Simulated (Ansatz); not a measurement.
The calculation used Ansatz 0.2.0, DFT PBE, scalar-relativistic, plane waves, PAW. All cells share a 420 eV cutoff and Γ-centred k meshes spaced at most about 0.3 Å⁻¹ (about 0.25 or finer for metals, 2π included). No spin polarisation in the final relaxations.

These are static total energies at zero pressure.

Two forms of Si were relaxed alike.

A.

```
Si
1.0
     0.00000    5.93770    5.93770
     5.93770    0.00000    5.93770
     5.93770    5.93770    0.00000
Si
8
Direct
  0.78904 0.07032 0.07032
  0.17968 0.17968 0.17968
  0.17968 0.17968 0.46096
  0.17968 0.46096 0.17968
  0.07032 0.78904 0.07032
  0.07032 0.07032 0.07032
  0.07032 0.07032 0.78904
  0.46096 0.17968 0.17968
```

B.

```
Si
1.0
     4.97587    0.00000    0.00000
     0.00000    4.97587    0.00000
     0.00000    0.00000    4.97587
Si
7
Direct
  0.50000 0.50000 0.00000
  0.00000 0.50000 0.50000
  0.50000 0.00000 0.50000
  0.50000 0.50000 0.50000
  0.50000 0.00000 0.00000
  0.00000 0.50000 0.00000
  0.00000 0.00000 0.50000
```

Task: Which is lower in energy, and by how much?

Result: B is lower, by 0.51 eV/atom. A has space group Fd-3m (No. 227), 52.3 Å³/atom and no gap on its mesh; B has space group Pm-3m (No. 221), 17.6 Å³/atom and no gap. Counting all near atoms (those within 1.25 times the shortest such distance or 1.15 times the sum of covalent radii; a slash parts the counts of unlike sites), A has Si 4 and B has Si 4/6. The denser one is the lower, and pressure would at first widen the difference. Both come from invented guesses. The part of the Crystallography Open Database at hand lists Si in space groups No. 64, 74, 164, 191, 194 and others; sharing a group (Fd-3m) doesn't make a cell the listed structure.

The zero gap of Fd-3m may come from the functional, which often closes small gaps. Cells relaxed within their symmetry can be saddle points.

Sharing diamond's space group and fourfold coordination does not make A diamond silicon. It is the T-carbon arrangement, a diamond net with each atom replaced by a small tetrahedron of Si. Every atom has three bonds within its tetrahedron and one pointing outward, so the triangular faces force angles far below the sp³ ideal, and the net encloses large voids. B is a simple cubic lattice with the cube-corner sites left empty. Its neighbours lie at right angles or straight across, some atoms having a square-planar set and the others an octahedral one. This favours delocalised, largely p-type bonding over electron-pair bonds, in keeping with the absence of a gap.

The 0.51 eV/atom in favour of B therefore probably reflects the angular strain in A and the better cohesion of a compact, metallic network, rather than any general preference of silicon for higher coordination. Ordinary diamond silicon, with fourfold coordination and unstrained angles, is the known ground state at zero pressure; how far either form lies above it is not shown.
